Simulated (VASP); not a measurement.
## Al: single point with r2SCAN

Al, a slab with vacuum:

```
Al
1.0
     2.82277    0.00000    0.00000
    -1.41139    2.44459    0.00000
     0.00000    0.00000   23.91436
Al
4
Cartesian
  1.4114 0.8149 8.5000
  0.0000 1.6297 10.8048
  0.0000 0.0000 13.0909
  1.4114 0.8149 15.4044
```

The slab is cut from a database's or a generator's crystal, which needn't be the stable form of the element.

The cell isn't the ideal one: clean slab, lower half held.

| Quantity | Value |
| --- | --- |
| Program | VASP 6.6.1 |
| Task | single point |
| Functional | r2SCAN |
| Potentials or basis | VASP PAW PBE potentials, release 64 (Al) |
| Cutoff | 520 eV |
| k mesh | 12 × 12 × 1 |
| Occupations | gaussian, width 0.1 eV |
| Spin | no spin polarisation |
| Dipole correction | yes |
| Further INCAR settings | ALGO = Normal; EDIFF = 1e-06; NBANDS = 14 |

```yaml
Largest_force: 0.030 eV/Å
Band_gap_on_the_k_mesh: none (metal or under the smearing width)
```

Forces on the atoms (eV/Å):
```
Al   0.000  0.000 -0.015
Al   0.000  0.000  0.030
Al   0.000  0.000  0.000
Al   0.000  0.000 -0.014
```

Levels at points of the mesh, in eV from the Fermi level:
| k point | band 4 | band 5 | band 6 | band 7 | band 8 | band 9 |
| --- | --- | --- | --- | --- | --- | --- |
| (0.00, 0.00, 0.00) | -6.29 | -3.79 | -0.55 | 2.29 | 3.91 | 4.17 |
| (0.50, 0.00, 0.00) | -4.11 | -2.76 | -1.97 | 0.09 | 0.21 | 2.27 |

Run time: 100 s on 1 thread of Intel(R) Xeon(R) 6975P-C (Granite Rapids), with other jobs on the host, peak memory 0.34 GiB.

Caveat: the PAW data sets were made with another functional, which shifts forces and pressure a little.
